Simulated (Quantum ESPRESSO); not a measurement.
# MgS (Niningerite) (Fm-3m) in Quantum ESPRESSO: a series of runs, part 2 of 3

Quantum ESPRESSO 7.5. The steps go on from the part before.

## (3) Phonons, PBE

The input, pw.in:

```
&CONTROL
  calculation = 'scf'
  prefix = 'pwscf'
  outdir = './tmp'
  pseudo_dir = './pseudo'
  tprnfor = .true.
  tstress = .true.
  disk_io = 'low'
/
&SYSTEM
  ibrav = 0
  nat = 2
  ntyp = 2
  ecutwfc = 84
  nbnd = 14
  occupations = 'smearing'
  smearing = 'fd'
  degauss = 0.00367493
/
&ELECTRONS
  conv_thr = 4d-10
  electron_maxstep = 120
  mixing_beta = 0.5
/
ATOMIC_SPECIES
S     32.0600 S.upf
Mg    24.3050 Mg.upf
CELL_PARAMETERS angstrom
   0.0000000000    2.6016500000    2.6016500000
   2.6016500000    0.0000000000    2.6016500000
   2.6016500000    2.6016500000    0.0000000000
ATOMIC_POSITIONS angstrom
S      2.6016500000    2.6016500000    2.6016500000
Mg     0.0000000000    0.0000000000    0.0000000000
K_POINTS automatic
4 4 4 1 1 1
```

The input, scf2.in:

```
&CONTROL
  calculation = 'scf'
  prefix = 'pwscf'
  outdir = './tmp'
  pseudo_dir = './pseudo'
  tprnfor = .true.
  tstress = .true.
  disk_io = 'low'
/
&SYSTEM
  ibrav = 0
  nat = 2
  ntyp = 2
  ecutwfc = 84
  nbnd = 14
  occupations = 'fixed'
/
&ELECTRONS
  conv_thr = 1d-13
  electron_maxstep = 120
  mixing_beta = 0.5
  startingpot = 'file'
  startingwfc = 'file'
/
ATOMIC_SPECIES
S     32.0600 S.upf
Mg    24.3050 Mg.upf
CELL_PARAMETERS angstrom
   0.0000000000    2.6016500000    2.6016500000
   2.6016500000    0.0000000000    2.6016500000
   2.6016500000    2.6016500000    0.0000000000
ATOMIC_POSITIONS angstrom
S      2.6016500000    2.6016500000    2.6016500000
Mg     0.0000000000    0.0000000000    0.0000000000
K_POINTS automatic
4 4 4 1 1 1
```

The input, ph.in:

```
phonons of MgS
&INPUTPH
  prefix = 'pwscf'
  outdir = './tmp'
  tr2_ph = 1d-18
  fildyn = 'dyn'
  niter_ph = 90
  alpha_mix(1) = 0.7
  epsil = .true.
/
0.0000000000 0.0000000000 0.0000000000
```

The input, dynmat.in:

```
&INPUT
  fildyn = 'dyn'
  asr = 'crystal'
  lperm = .true.
  filout = 'dynmat.disp'
  fileig = 'dynmat.eig'
/
```

The input, dynmat_lo.in:

```
&INPUT
  fildyn = 'dyn'
  asr = 'crystal'
  filout = 'dynmat_lo.disp'
  fileig = 'dynmat_lo.eig'
  q(1) = 0
  q(2) = 0
  q(3) = 1
/
```

Potentials or basis: PseudoDojo 0.4.1 SR PBE standard.

Started as:

```bash
$ OMP_NUM_THREADS=1 pw.x -in pw.in > pw.out
$ OMP_NUM_THREADS=1 pw.x -in scf2.in > scf2.out
$ OMP_NUM_THREADS=1 ph.x -in ph.in > ph.out
$ OMP_NUM_THREADS=1 dynmat.x -in dynmat.in > dynmat.out
$ OMP_NUM_THREADS=1 dynmat.x -in dynmat_lo.in > dynmat_lo.out
```

pw.out:

```text
This program is part of the open-source Quantum ESPRESSO suite
     for quantum simulation of materials; please cite
[... 9 lines left out ...]
     --------------------
     sticks:   dense  smooth     PW     G-vecs:    dense   smooth      PW
     Sum        1123    1123    313                24693    24693    3839

     Using Slab Decomposition

     bravais-lattice index     =            0
     lattice parameter (alat)  =       6.9528  a.u.
     unit-cell volume          =     237.6694 (a.u.)^3
     number of atoms/cell      =            2
     number of atomic types    =            2
     number of electrons       =        16.00
     number of Kohn-Sham states=           14
     kinetic-energy cutoff     =      84.0000  Ry
     charge density cutoff     =     336.0000  Ry
     scf convergence threshold =      4.0E-10
     mixing beta               =       0.5000
     number of iterations used =            8  plain     mixing
[... 166 lines left out ...]
    11.9882  12.7546  14.1707  15.3491  17.9929  20.6186

          k =-0.6187 0.0884 0.0884 (  3094 PWs)   bands (ev):

   -68.4079 -35.1678 -35.1651 -35.1646  -4.6881   2.3872   4.2247   4.8194
     9.7403  11.4824  17.1228  17.3145  19.3127  20.8596

          k = 0.2652 0.2652 0.2652 (  3085 PWs)   bands (ev):
[... 6 lines left out ...]
   -68.4079 -35.1676 -35.1655 -35.1637  -4.7726   2.2969   3.7286   5.3872
    11.1966  13.7735  14.7076  15.6120  18.6207  18.6391

     the Fermi energy is     8.6657 ev

!    total energy              =    -141.07688367 Ry
     estimated scf accuracy    <          1.3E-10 Ry
     smearing contrib. (-TS)   =      -0.00000000 Ry
     internal energy E=F+TS    =    -141.07688367 Ry

     The total energy is F=E-TS. E is the sum of the following terms:
     one-electron contribution =     -86.43760432 Ry
     hartree contribution      =      44.42277439 Ry
     xc contribution           =     -22.34857721 Ry
     ewald contribution        =     -76.71347653 Ry

     convergence has been achieved in   8 iterations

     Forces acting on atoms (cartesian axes, Ry/au):

     atom    1 type  1   force =     0.00000000   -0.00000000    0.00000000
     atom    2 type  2   force =    -0.00000000    0.00000000   -0.00000000

     Total force =     0.000000     Total SCF correction =     0.000000

     Computing stress (Cartesian axis) and pressure

          total   stress  (Ry/bohr**3)                   (kbar)     P=       12.19
   0.00008285   0.00000000   0.00000000           12.19        0.00        0.00
   0.00000000   0.00008285   0.00000000            0.00       12.19        0.00
   0.00000000   0.00000000   0.00008285            0.00        0.00       12.19

=------------------------------------------------------------------------------=
   JOB DONE.
=------------------------------------------------------------------------------=
```

Wall time 2.7 min (1 thread of Arm Neoverse V2, shared host); peak memory 0.09 GiB.

Results:

```yaml
Free_energy: -1919.4488 eV
Pressure: 1.2 GPa
Electronic_dielectric_tensor_diagonal: 5.46
Born_charges_mean_of_the_diagonal: S -2.34; Mg +2.34 e
Highest_phonon_frequency_at_Γ_LO-TO_splitting_left_out: 241 cm⁻¹
Static_dielectric_tensor_diagonal: 15.08
```

Phonon frequencies in cm⁻¹ (negative: imaginary):
```csv
q point,frequencies
"(0.000, 0.000, 0.000)",46 46 46 241 241 241
```

Electronic dielectric tensor:
```
5.46 0.00 0.00
0.00 5.46 0.00
0.00 0.00 5.46
```

Born effective charge tensors (e):
atom 1, S
```
-2.34  0.00  0.00
 0.00 -2.34  0.00
 0.00  0.00 -2.34
```
atom 2, Mg
```
2.34 0.00 0.00
0.00 2.34 0.00
0.00 0.00 2.34
```

Optical modes at Γ, degenerate ones joined, polar ones without the macroscopic field:
| cm⁻¹ | components | symmetry | active in | IR intensity, summed ((D/Å)²/amu) |
| --- | --- | --- | --- | --- |
| 240 | 3 | T1u | IR | 27.42 |

Zone-centre frequencies without and with the macroscopic field along z (cm⁻¹):
|  | optical modes in rising order |
| --- | --- |
| without | 240 240 240 |
| with the field | 240 240 399 |

Static dielectric tensor, electrons and zone-centre modes:
```
15.08  0.00  0.00
 0.00 15.08  0.00
 0.00  0.00 15.08
```

Caveat: before the sum rule the acoustic modes lie tens of cm⁻¹ from zero, a sign that the density grid also shifts the optical modes.

## (4) Phonons, PBE

pw.in, as its differences from that of step 3:

```diff
@@ -35,2 +35,2 @@
 K_POINTS automatic
-4 4 4 1 1 1
+6 6 6 1 1 1
```

scf2.in, as its differences from that of step 3:

```diff
@@ -35,2 +35,2 @@
 K_POINTS automatic
-4 4 4 1 1 1
+6 6 6 1 1 1
```

ph.in is that of step 3.

dynmat.in is that of step 3.

dynmat_lo.in is that of step 3.

Potentials or basis: PseudoDojo 0.4.1 SR PBE standard.

Started as:

```bash
$ OMP_NUM_THREADS=1 pw.x -in pw.in > pw.out
$ OMP_NUM_THREADS=1 pw.x -in scf2.in > scf2.out
$ OMP_NUM_THREADS=1 ph.x -in ph.in > ph.out
$ OMP_NUM_THREADS=1 dynmat.x -in dynmat.in > dynmat.out
$ OMP_NUM_THREADS=1 dynmat.x -in dynmat_lo.in > dynmat_lo.out
```

pw.out:

```text
This program is part of the open-source Quantum ESPRESSO suite
     for quantum simulation of materials; please cite
[... 9 lines left out ...]
     --------------------
     sticks:   dense  smooth     PW     G-vecs:    dense   smooth      PW
     Sum        1123    1123    337                24693    24693    4015

     Using Slab Decomposition

     bravais-lattice index     =            0
     lattice parameter (alat)  =       6.9528  a.u.
     unit-cell volume          =     237.6694 (a.u.)^3
     number of atoms/cell      =            2
     number of atomic types    =            2
     number of electrons       =        16.00
     number of Kohn-Sham states=           14
     kinetic-energy cutoff     =      84.0000  Ry
     charge density cutoff     =     336.0000  Ry
     scf convergence threshold =      4.0E-10
     mixing beta               =       0.5000
     number of iterations used =            8  plain     mixing
     Exchange-correlation= PBE
                           (   1   4   3   4   0   0   0)

     celldm(1)=   6.952848  celldm(2)=   0.000000  celldm(3)=   0.000000
     celldm(4)=   0.000000  celldm(5)=   0.000000  celldm(6)=   0.000000

[... 8 lines left out ...]
               b(3) = (  0.707107  0.707107 -0.707107 )

     PseudoPot. # 1 for S  read from file:
     S.upf
     Pseudo is Norm-conserving + core correction, Zval =  6.0
     Generated using ONCVPSP code by D. R. Hamann
     Using radial grid of 1146 points,  6 beta functions with:
                l(1) =   0
                l(2) =   0
                l(3) =   1
                l(4) =   1
                l(5) =   2
                l(6) =   2

     PseudoPot. # 2 for Mg read from file:
     Mg.upf
     Pseudo is Norm-conserving, Zval = 10.0
     Generated using ONCVPSP code by D. R. Hamann
     Using radial grid of 1510 points,  4 beta functions with:
                l(1) =   0
                l(2) =   0
                l(3) =   1
                l(4) =   1

     atomic species   valence    mass     pseudopotential
     S                 6.00    32.06000     S ( 1.00)
     Mg               10.00    24.30500     Mg( 1.00)

     48 Sym. Ops., with inversion, found

   Cartesian axes

     site n.     atom                  positions (alat units)
         1        S      tau(   1) = (   0.7071068   0.7071068   0.7071068  )
         2        Mg     tau(   2) = (   0.0000000   0.0000000   0.0000000  )

     number of k points=    28  Fermi-Dirac smearing, width (Ry)=  0.0037
                       cart. coord. in units 2pi/alat
        k(    1) = (   0.0589256   0.0589256   0.0589256), wk =   0.0185185
        k(    2) = (   0.1767767   0.1767767  -0.0589256), wk =   0.0555556
        k(    3) = (   0.2946278   0.2946278  -0.1767767), wk =   0.0555556
        k(    4) = (  -0.2946278  -0.2946278   0.4124790), wk =   0.0555556
        k(    5) = (  -0.1767767  -0.1767767   0.2946278), wk =   0.0555556
        k(    6) = (  -0.0589256  -0.0589256   0.1767767), wk =   0.0555556
[... 20 lines left out ...]
        k(   27) = (   0.2946278   0.2946278   0.2946278), wk =   0.0185185
        k(   28) = (  -0.2946278  -0.2946278   0.8838835), wk =   0.0555556

     Dense  grid:    24693 G-vectors     FFT dimensions: (  45,  45,  45)

     Initial potential from superposition of free atoms

     starting charge      15.9992, renormalised to      16.0000
     Starting wfcs are    9 randomized atomic wfcs +    5 random wfcs

     Self-consistent Calculation

     iteration #  1     ecut=    84.00 Ry     beta= 0.50
     Davidson diagonalization with overlap
     ethr =  1.00E-02,  avg # of iterations =  7.0

     Threshold (ethr) on eigenvalues was too large:
     Diagonalizing with lowered threshold

     Davidson diagonalization with overlap
     ethr =  5.68E-04,  avg # of iterations =  1.1

     total energy              =    -141.06099880 Ry
     estimated scf accuracy    <       0.09070045 Ry

     iteration #  2     ecut=    84.00 Ry     beta= 0.50
     Davidson diagonalization with overlap
     ethr =  5.67E-04,  avg # of iterations =  2.1
[... 36 lines left out ...]
     total energy              =    -141.07689643 Ry
     estimated scf accuracy    <          1.0E-09 Ry

     iteration #  8     ecut=    84.00 Ry     beta= 0.50
     Davidson diagonalization with overlap
     ethr =  6.30E-12,  avg # of iterations =  3.3

     End of self-consistent calculation

          k = 0.0589 0.0589 0.0589 (  3092 PWs)   bands (ev):

   -68.4081 -35.1626 -35.1622 -35.1622  -6.2297   5.8382   6.3192   6.3192
    10.5137  14.1170  14.4537  14.4537  16.3110  16.3110

          k = 0.1768 0.1768-0.0589 (  3076 PWs)   bands (ev):

   -68.4080 -35.1644 -35.1628 -35.1624  -5.8886   4.2741   5.7634   6.2363
    11.6312  13.7789  14.4723  14.5370  15.3765  17.0434

          k = 0.2946 0.2946-0.1768 (  3082 PWs)   bands (ev):

   -68.4078 -35.1674 -35.1633 -35.1628  -5.2459   2.3038   5.4359   5.9133
    11.4677  13.3360  13.6073  15.7622  17.5893  18.3830

          k =-0.2946-0.2946 0.4125 (  3091 PWs)   bands (ev):

   -68.4078 -35.1685 -35.1633 -35.1632  -4.9682   1.6524   5.4665   5.6887
    11.2798  12.8785  13.5205  16.6953  18.2764  20.2137

          k =-0.1768-0.1768 0.2946 (  3087 PWs)   bands (ev):
[... 6 lines left out ...]
   -68.4080 -35.1635 -35.1625 -35.1624  -6.0538   5.0224   6.0472   6.1254
    11.3114  13.5032  14.6023  14.9038  15.3290  16.7263

          k = 0.2946 0.0589 0.0589 (  3090 PWs)   bands (ev):

   -68.4079 -35.1647 -35.1631 -35.1630  -5.7291   4.0945   5.6353   5.6417
    11.8729  12.6578  13.8993  15.6177  16.1984  17.5322

          k = 0.4125 0.1768-0.0589 (  3084 PWs)   bands (ev):

   -68.4078 -35.1666 -35.1641 -35.1634  -5.2100   2.9208   4.7687   5.3904
    11.5541  12.7193  13.9549  15.7095  17.4860  19.9405

          k =-0.1768-0.4125 0.5303 (  3097 PWs)   bands (ev):

   -68.4077 -35.1677 -35.1647 -35.1636  -4.7988   2.1046   4.2229   5.2281
    11.5482  12.8819  14.7380  15.6439  18.6974  19.8950

          k =-0.0589-0.2946 0.4125 (  3086 PWs)   bands (ev):

   -68.4078 -35.1670 -35.1646 -35.1632  -5.0328   2.5574   4.2334   5.5590
    12.2727  12.8263  14.1793  15.1150  17.4443  20.6216

          k = 0.0589-0.1768 0.2946 (  3073 PWs)   bands (ev):

   -68.4079 -35.1656 -35.1634 -35.1627  -5.5869   3.5094   5.2829   5.9406
    12.1398  13.3688  13.5334  14.9019  16.1724  18.4237

          k = 0.5303 0.0589 0.0589 (  3092 PWs)   bands (ev):

   -68.4077 -35.1672 -35.1644 -35.1642  -4.9120   2.6347   4.6834   4.9141
     9.9904  11.3582  16.4584  17.3265  18.6886  19.6472

          k =-0.0589-0.5303 0.6482 (  3103 PWs)   bands (ev):

   -68.4077 -35.1674 -35.1652 -35.1645  -4.6328   2.4713   3.8972   4.6119
    10.1982  12.0753  16.1191  17.0589  19.3757  21.2058

          k = 0.0589-0.4125 0.5303 (  3098 PWs)   bands (ev):

   -68.4077 -35.1670 -35.1658 -35.1639  -4.6894   2.5546   3.3812   5.0340
    11.1645  13.6968  15.1153  15.3780  18.4372  19.3613

          k = 0.1768-0.2946 0.4125 (  3085 PWs)   bands (ev):

   -68.4078 -35.1679 -35.1638 -35.1632  -5.0009   2.0162   4.9475   5.6021
    11.8617  12.5267  14.0565  15.8565  18.3368  19.4709

          k =-0.6482 0.0589 0.0589 (  3090 PWs)   bands (ev):

   -68.4077 -35.1678 -35.1648 -35.1645  -4.6540   2.2868   4.4430   4.7476
     9.4485  11.0886  17.7779  18.0097  19.4498  20.5881

          k =-0.5303 0.1768-0.0589 (  3092 PWs)   bands (ev):

   -68.4077 -35.1672 -35.1647 -35.1641  -4.8537   2.5811   4.2736   4.8795
    10.6750  12.3013  15.0149  16.6728  18.7208  21.1217

          k =-0.4125 0.0589 0.0589 (  3094 PWs)   bands (ev):

   -68.4078 -35.1661 -35.1637 -35.1637  -5.3151   3.2644   5.1127   5.2264
    10.9716  11.8890  14.9404  16.4519  17.4409  18.5783

          k = 0.1768 0.1768 0.1768 (  3080 PWs)   bands (ev):

   -68.4079 -35.1654 -35.1626 -35.1626  -5.7361   3.5638   6.0480   6.0480
    11.3291  14.1753  14.1753  14.6627  16.6329  16.6329

          k = 0.2946 0.2946 0.0589 (  3087 PWs)   bands (ev):
[... 21 lines left out ...]
   -68.4077 -35.1671 -35.1653 -35.1639  -4.7661   2.5197   3.7938   4.8892
    11.6905  13.1777  14.0772  15.9617  18.6607  20.0170

          k =-0.0589-0.2946 0.6482 (  3097 PWs)   bands (ev):

   -68.4077 -35.1668 -35.1659 -35.1645  -4.6113   2.7838   3.3999   4.3493
    11.3416  13.4733  14.5214  15.5767  19.5638  20.7176

          k =-0.7660 0.1768 0.1768 (  3098 PWs)   bands (ev):

   -68.4077 -35.1672 -35.1657 -35.1641  -4.6467   2.5699   3.3766   5.0285
    10.3387  13.0802  15.9374  16.1824  18.4997  19.9504

          k = 0.2946 0.2946 0.2946 (  3082 PWs)   bands (ev):

   -68.4078 -35.1683 -35.1630 -35.1630  -5.1052   1.8083   5.8158   5.8158
    10.9771  13.3714  13.3714  16.3799  18.1966  19.3293

          k =-0.2946-0.2946 0.8839 (  3092 PWs)   bands (ev):

   -68.4077 -35.1681 -35.1642 -35.1633  -4.8781   1.8886   4.6182   5.5694
    11.6514  12.8176  13.9996  16.3341  19.0225  19.1387

     the Fermi energy is     7.5474 ev

!    total energy              =    -141.07689643 Ry
     estimated scf accuracy    <          1.4E-10 Ry
     smearing contrib. (-TS)   =      -0.00000000 Ry
     internal energy E=F+TS    =    -141.07689643 Ry

     The total energy is F=E-TS. E is the sum of the following terms:
     one-electron contribution =     -86.43765432 Ry
     hartree contribution      =      44.42277377 Ry
     xc contribution           =     -22.34853936 Ry
     ewald contribution        =     -76.71347653 Ry

     convergence has been achieved in   8 iterations

     Forces acting on atoms (cartesian axes, Ry/au):

     atom    1 type  1   force =    -0.00000000    0.00000000    0.00000000
     atom    2 type  2   force =     0.00000000    0.00000000   -0.00000000

     Total force =     0.000000     Total SCF correction =     0.000000

     Computing stress (Cartesian axis) and pressure

          total   stress  (Ry/bohr**3)                   (kbar)     P=       12.16
   0.00008264  -0.00000000  -0.00000000           12.16       -0.00       -0.00
  -0.00000000   0.00008264   0.00000000           -0.00       12.16        0.00
  -0.00000000   0.00000000   0.00008264           -0.00        0.00       12.16

=------------------------------------------------------------------------------=
   JOB DONE.
=------------------------------------------------------------------------------=
```

Wall time 7.5 min (1 thread of Arm Neoverse V2, shared host); peak memory 0.09 GiB.

Results:

* Free energy: -1919.4490 eV
* Pressure: 1.2 GPa
* Electronic dielectric tensor (diagonal): 5.43
* Born charges (mean of the diagonal): S -2.34; Mg +2.34 e
* Highest phonon frequency at Γ, LO-TO splitting left out: 241 cm⁻¹
* Static dielectric tensor (diagonal): 15.02

Levels at points of the mesh, in eV from the valence-band top:
| k point | band 6 | band 7 | band 8 | band 9 | band 10 | band 11 |
| --- | --- | --- | --- | --- | --- | --- |
| (0.08, 0.08, 0.08) | -0.48 | 0.00 | 0.00 | 4.19 | 7.80 | 8.13 |

Phonon frequencies in cm⁻¹ (negative: imaginary):
| q point | frequencies |
| --- | --- |
| (0.000, 0.000, 0.000) | 46 46 46 241 241 241 |

Electronic dielectric tensor:
```
5.43 0.00 0.00
0.00 5.43 0.00
0.00 0.00 5.43
```

Born effective charge tensors (e):
atom 1, S
```
-2.34  0.00  0.00
 0.00 -2.34  0.00
 0.00  0.00 -2.34
```
atom 2, Mg
```
2.34 0.00 0.00
0.00 2.34 0.00
0.00 0.00 2.34
```

Optical modes at Γ, degenerate ones joined, polar ones without the macroscopic field:
```
cm⁻¹  components  symmetry  active in  IR intensity, summed ((D/Å)²/amu)
 240           3       T1u         IR                              27.32
```

Zone-centre frequencies without and with the macroscopic field along z (cm⁻¹):
|  | optical modes in rising order |
| --- | --- |
| without | 240 240 240 |
| with the field | 240 240 399 |

Static dielectric tensor, electrons and zone-centre modes:
```
15.02  0.00  0.00
 0.00 15.02  0.00
 0.00  0.00 15.02
```

Caveat: before the sum rule the acoustic modes lie tens of cm⁻¹ from zero, a sign that the density grid also shifts the optical modes.

(Continued in part 3 of 3.)
